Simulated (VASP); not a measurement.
## InAs: relaxation of cell and atoms with PBE

The system is InAs.

```
CELL_PARAMETERS angstrom
0.00000 3.09413 3.09413
3.09413 0.00000 3.09413
3.09413 3.09413 0.00000
ATOMIC_POSITIONS crystal
In 0.00000 0.00000 0.00000
As 0.25000 0.25000 0.25000
```

```json
{
  "Program": "VASP 6.6.1",
  "Task": "relaxation of cell and atoms",
  "Functional": "PBE",
  "Potentials or basis": "VASP PAW PBE potentials, release 64 (In_d, As)",
  "Cutoff": "600 eV",
  "k mesh": "10 × 10 × 10",
  "Occupations": "gaussian, width 0.03 eV",
  "Spin": "no spin polarisation",
  "Further INCAR settings": "ALGO = Normal; EDIFF = 1e-07; IBRION = 2; EDIFFG = -0.005; NSW = 90; ISIF = 3"
}
```

```json
{"Pressure after relaxing": "0.0 GPa", "Band gap on the k mesh": "none (metal or under the smearing width)"}
```

Final structure:
```yaml
crystal:
  lattice:
    - [0.00000, 3.09413, 3.09413]
    - [3.09413, 0.00000, 3.09413]
    - [3.09413, 3.09413, 0.00000]
  atoms:
    - { symbol: In, position: [0.00000, 0.00000, 0.00000] }
    - { symbol: As, position: [0.25000, 0.25000, 0.25000] }
```

Levels at points of the mesh, in eV from the Fermi level:
```tsv
k point	band 6	band 7	band 8	band 9	band 10	band 11	band 12	band 13
(0.00, 0.00, 0.00)	-11.45	-0.56	-0.01	-0.01	-0.01	3.86	3.86	3.86
(0.50, 0.00, 0.00)	-10.18	-5.44	-0.90	-0.90	0.80	4.62	4.62	6.74
(0.50, 0.50, 0.00)	-9.71	-5.56	-2.11	-2.11	1.65	2.03	8.74	8.78
```

It took 71 s on 1 thread of Intel(R) Xeon(R) Platinum 8175M CPU @ 2.50GHz (Skylake/Cascade Lake), on a shared host, peak memory 0.23 GiB.

Caveat: the relaxation stopped at its first step, so nothing moved; this crystal is a semiconductor, whose small gap the functional closes, so the metal is an error of the method.
